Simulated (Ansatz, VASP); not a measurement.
This is a calculation of Sb for VASP 6.6.1.

File INCAR:

```
PREC = Accurate
ENCUT = 600
EDIFF = 1E-6
ISMEAR = -1
SIGMA = 0.05
LREAL = F
LASPH = T
NELM = 80
ALGO = Normal
ISIF = 3
LWAVE = F
LCHARG = F
GGA = RE
IVDW = 13
IBRION = 2
NSW = 60
EDIFFG = -0.01
```

Contents of KPOINTS:

```
Automatic mesh
0
Gamma
  10 10 10
```

Contents of POSCAR:

```
Sb
1.0
    0.0000000000      2.3712425216      2.3712425216
    2.3712425216      0.0000000000      2.3712425216
    2.3712425216      2.3712425216      0.0000000000
Sb
1
Direct
    0.0000000000      0.0000000000      0.0000000000
```

Potentials or basis: VASP PAW PBE potentials, release 64 (Sb).

Launch:

```bash
$ cat potpaw_PBE.64/Sb/POTCAR > POTCAR
$ mpirun -np 1 vasp_std > vasp.out
```

Question: Translate it to Ansatz 0.2.0. Potentials there: Ansatz PAW.

Answer: As run (the cutoff follows the program's own potentials):

File input.yaml:

```yaml
crystal:
  lattice:
    - [0.0, 2.3712425216, 2.3712425216]
    - [2.3712425216, 0.0, 2.3712425216]
    - [2.3712425216, 2.3712425216, 0.0]
  atoms:
    - { symbol: Sb, position: [0.0, 0.0, 0.0] }
hamiltonian:
  xc: revpbe
  pseudopotentials: { kind: paw }
  dispersion: d4
kpoints:
  mp_grid: { grid: [10, 10, 10] }
scf:
  occupations: { method: fermi_dirac, width: 0.05 }
output:
  forces: true
  stress: true
  eigenvalues: true
relax:
  f_tol: 0.01
  max_steps: 40
  cell: { stress_tol: 0.05 }
```

Potentials or basis: Ansatz PAW.

Launch:

```bash
$ ansatz run input.yaml --threads 2 --pin off --max-ram 5632MiB --backend cpu --events-out ev --progress --plain --runs-dir out
```

Both were run:

|  | VASP | Ansatz | Ansatz less VASP |
| --- | --- | --- | --- |
| gap on the k mesh at the Fermi level, each at its own relaxed structure (eV) | none | none | - |
| relaxed volume (Å³/atom) | 25.60 | 25.68 | +0.085 |
| relaxed cell length with the largest relative difference (Å) | 3.308 | 3.312 | +0.0037 |
| energy change over the relaxation (meV/atom) | -8 | -7 | +1.4 |

A gap of «none» marks a metal or a gap that the smearing closes. The two sets of potentials don't hold the same shells in valence.

Caveats: pairwise dispersion overbinds metals, which lowers pressure and volume; the PAW data sets were made with another functional, which shifts forces and pressure a little (VASP); the plane-wave basis is chosen anew once the cell has moved, so the energies of steps on either side of that aren't comparable (Ansatz); the PAW data sets come from PBE, with cores solved anew for the run's functional, which leaves a small shift of forces and pressure (Ansatz). The runs have no spin-orbit coupling, so splittings on Sb are missing.
